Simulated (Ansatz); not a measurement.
Runs of Ansatz 0.2.0 on CaO. The structure is cubic, space group Fm-3m (No. 225). Conventional cell: a = 4.807 Å, b = 4.807 Å, c = 4.807 Å, α = 90.00°, β = 90.00°, γ = 90.00°. Around Ca (site symmetry m-3m) lie 6 O at 2.40 Å. O (site symmetry m-3m) has 6 Ca at 2.40 Å as nearest neighbours. The cell is a database's computed one.

```tsv
task	level	potentials or basis	spin	cell	k mesh	cutoff (eV)	smearing	other keys	mesh quality	gap on the mesh (eV)	pressure (GPa)
density of states	BHLYP+D3(BJ)-ATM	JTH PAW	off	as given	5 × 5 × 5	1380	fermi-dirac 0.01 eV	-	coarse	(a)	-5.7
single point	PBEsol+D3(BJ)	JTH PAW	off	as given	10 × 10 × 10	1380	fermi-dirac 0.05 eV	scf.mixing.algorithm = msr1; scf.mixing.beta = 0.9; …	not flagged	3.55	(b)
Born charges and dielectric tensor	HSE06	Ansatz PAW	off	as given	6 × 6 × 6	420	fixed	-	not flagged	5.31	-
single point	HSE03	Ansatz PAW	off	as given	5 × 5 × 5	420	fermi-dirac 0.05 eV	-	coarse	5.25	(c)
single point	rPW86-PBE+rVV10	Ansatz PAW	off	cell strained at random at fixed volume	7 × 7 × 7	420	cold 0.01 eV	-	not flagged	3.55	1.4
projected density of states	BHLYP	Ansatz PAW	SOC, no magnetisation	as given	6 × 6 × 6	550	fixed	hamiltonian.pseudopotentials = kind paw_fr; …	not flagged	8.66	-0.4
electrostatic potential	LDA	Ansatz PAW	collinear, ferromagnetic start	as given	10 × 10 × 10	420	gaussian 0.02 eV	-	not flagged	3.49	-7.0
electron localisation function	PBE0+D3(BJ)	Ansatz PAW polarizable	off	as given	6 × 6 × 6	420	methfessel-paxton 0.01 eV	-	not flagged	6.05	-4.3
```

Task: Fill in the values left out.

Result: (a) 8.89; (b) -5.9; (c) -0.6.

Caveats: some runs use coarse meshes; the PAW data sets come from PBE, with cores solved anew for the run's functional, which leaves a small shift of forces and pressure (some runs); the thresholds are loose for stress (some runs); odd divisions of the mesh miss points on the zone boundary, where band edges often lie, so the gap on the mesh can be too wide (some runs); the starting moments weren't kept (some runs).

A k mesh can miss the band edges.
